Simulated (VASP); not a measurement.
Set up this calculation in VASP 6.6.1, as the native input.

```
Task                   : Born charges and dielectric tensor
Functional             : LDA
Potentials or basis    : VASP PAW LDA potentials, release 64 (Sn_d, Se)
Cutoff                 : 600 eV
k mesh                 : 4 × 4 × 4
Occupations            : gaussian, width 0.02 eV
Spin                   : no spin polarisation
Further INCAR settings : ALGO = Normal; EDIFF = 1e-08; IBRION = 8; NSW = 1
```

The structure of SnSe lies in POSCAR:

```
SnSe
1.0
    0.0000000000      2.9505600000      2.9505600000
    2.9505600000      0.0000000000      2.9505600000
    2.9505600000      2.9505600000      0.0000000000
Sn Se
1 1
Direct
    0.0000000000      0.0000000000      0.0000000000
    0.5000000000      0.5000000000      0.5000000000
```

Measurements of this composition are mostly on another form, of space group No. 62.

One way to write it, as run:

INCAR

```
SYSTEM = SnSe
  PREC = Accurate
  ENCUT = 600
  EDIFF = 1E-8
  ISMEAR = 0
  SIGMA = 0.02
  LREAL = .False.
  LASPH = .True.
  NELM = 100
  ALGO = Normal
  ISIF = 2
  LWAVE = .False.
  LCHARG = .False.
  GGA = CA
  LEPSILON = .True.
  IBRION = 8
  NSW = 1
```

KPOINTS

```
regular mesh
0
Gamma
  4 4 4
  0 0 0
```

Potentials or basis: VASP PAW LDA potentials, release 64 (Sn_d, Se).

Command:

```console
$ cat potpaw_LDA.64/Sn_d/POTCAR potpaw_LDA.64/Se/POTCAR > POTCAR
$ mpirun -np 1 vasp_std > vasp.out
```

Results of the run:

The band gap on the k mesh is 0.87 eV, direct, the electronic dielectric tensor (diagonal) is 18.56 and the born charges (mean of the diagonal) is Sn +5.46; Se -5.46 e. The highest phonon frequency at Γ, LO-TO splitting left out is 24 cm⁻¹.

Caveat: the k mesh is coarse (spacing up to 0.46 Å⁻¹), so the values aren't converged; spin-orbit coupling is left out, which moves the levels of the heavy elements.

It took 100 s on 1 thread of Intel(R) Xeon(R) Platinum 8559C (Emerald Rapids) (shared host), peak memory 0.22 GiB.
